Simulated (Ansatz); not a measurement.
A run of Ansatz 0.2.0 is set up as follows.

Contents of input.yaml:

```yaml
crystal:
  lattice:
    - [1.474097, -4.79653, 0.0]
    - [1.474097, 4.79653, 0.0]
    - [0.0, 0.0, 10.235223]
  atoms:
    - { symbol: Ti, position: [0.866913, 0.133087, 0.583142] }
    - { symbol: Ti, position: [0.133087, 0.866913, 0.416858] }
    - { symbol: Ti, position: [0.866913, 0.133087, 0.916858] }
    - { symbol: Ti, position: [0.133087, 0.866913, 0.083142] }
    - { symbol: O, position: [0.5, 0.5, 0.5] }
    - { symbol: O, position: [0.5, 0.5, 0.0] }
    - { symbol: O, position: [0.934235, 0.065765, 0.75] }
    - { symbol: O, position: [0.065765, 0.934235, 0.25] }
    - { symbol: O, position: [0.7544, 0.2456, 0.102866] }
    - { symbol: O, position: [0.2456, 0.7544, 0.897134] }
    - { symbol: O, position: [0.2456, 0.7544, 0.602866] }
    - { symbol: O, position: [0.7544, 0.2456, 0.397134] }
hamiltonian:
  xc: pbe
  pseudopotentials: { kind: paw }
kpoints:
  mp_grid: { grid: [9, 9, 3] }
scf:
  occupations: { method: fermi_dirac, width: 0.05 }
basis:
  ecutwfc: "500 eV"
output:
  forces: true
  stress: true
  eigenvalues: true
```

Potentials or basis: Ansatz PAW.

The run is started by

```bash
$ ansatz run input.yaml --threads 4 --pin off --max-ram 11264MiB --backend cpu --events-out ev --progress --plain --runs-dir out
```

Problem. Predict the band gap on the k mesh.

Solution. 2.58 eV, indirect (least direct gap 2.66 eV).

Problem. Estimate the pressure.

Solution. -1.4 GPa.

Forces in eV/Å, atoms in the order of the input:
```
Ti   0.000  0.109  0.148
Ti   0.000 -0.109 -0.148
Ti   0.000  0.109 -0.148
Ti   0.000 -0.109  0.148
O    0.000  0.000  0.000
O    0.000  0.000  0.000
O    0.000  0.073  0.000
O    0.000 -0.073  0.000
O    0.000  0.124 -0.054
O    0.000 -0.124  0.054
O    0.000 -0.124 -0.054
O    0.000  0.124  0.054
```

Caveat: odd divisions of the mesh miss points on the zone boundary, where band edges often lie, so the gap on the mesh can be too wide. A k mesh can miss the band edges.
